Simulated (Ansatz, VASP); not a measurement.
## Two plane-wave programs on TiN

POSCAR

```
TiN
1.0
    0.0000000000      2.1705303962      2.1705303962
    2.1705303962      0.0000000000      2.1705303962
    2.1705303962      2.1705303962      0.0000000000
Ti N
1 1
Direct
    0.0000000000      0.0000000000      0.0000000000
    0.5000000000      0.5000000000      0.5000000000
```

Contents of INCAR.step1:

```
PREC = Accurate ; ENCUT = 600
ISMEAR = 0 ; SIGMA = 0.1
LREAL = False ; LASPH = True
NELM = 60 ; GGA = PE
ALGO = Normal ; EDIFF = 1E-4
LWAVE = True ; LCHARG = False
```

Contents of INCAR.step2:

```
PREC = Accurate ; ENCUT = 600
EDIFF = 1E-6 ; ISMEAR = 0
SIGMA = 0.1 ; LREAL = False
LASPH = True ; NELM = 60
ALGO = Normal ; ISIF = 3
LWAVE = False ; LCHARG = False
METAGGA = R2SCAN ; LMIXTAU = True
IBRION = 2 ; NSW = 80
EDIFFG = -0.05 ; ISTART = 1
```

The input KPOINTS:

```
Automatic mesh
0
Gamma
  8 8 8
```

Input for Ansatz:

```yaml
crystal:
  lattice:
    - [0.0, 2.1705303964, 2.1705303964]
    - [2.1705303964, 0.0, 2.1705303964]
    - [2.1705303964, 2.1705303964, 0.0]
  atoms:
    - { symbol: Ti, position: [0.0, 0.0, 0.0] }
    - { symbol: "N", position: [0.5, 0.5, 0.5] }
basis:
  ecutwfc: 500
kpoints:
  mp_grid: { grid: [8, 8, 8] }
hamiltonian:
  xc: r2scan
scf:
  occupations: { method: gaussian, width: 0.1 }
output:
  forces: true
  stress: true
  eigenvalues: true
relax:
  adjacent_minimum: "off"
  f_tol: 0.05
  max_steps: 60
  cell: { stress_tol: 0.5 }
```

Alike in both runs: task relaxation of cell and atoms; functional r2SCAN; k mesh 8 × 8 × 8; occupations gaussian, width 0.1 eV; no spin polarisation.

|  | VASP | Ansatz |
| --- | --- | --- |
| version | VASP 6.6.1 | Ansatz 0.2.0 |
| potentials or method | VASP PAW PBE potentials, release 64 (Ti_sv, N) | scalar-relativistic, plane waves, PAW |
| plane-wave cutoff (eV) | 600 | 500 |
| valence electrons in the cell | 17 | 17 |

Ansatz gave:

| Property | Result |
| --- | --- |
| gap on the k mesh at the Fermi level, each at its own relaxed structure (eV) | none |
| relaxed volume (Å³/atom) | 9.48 |
| relaxed cell length with the largest relative difference (Å) | 2.993 |
| energy change over the relaxation (meV/atom) | -47 |

**Question.** Which values does VASP return?

**Answer.** gap on the k mesh at the Fermi level, each at its own relaxed structure (eV): none; relaxed volume (Å³/atom): 9.55; relaxed cell length with the largest relative difference (Å): 3.001; energy change over the relaxation (meV/atom): -40.

A gap of «none» marks a metal or a gap that the smearing closes.

Caveats: the PAW data sets were made with another functional, which shifts forces and pressure a little (VASP).
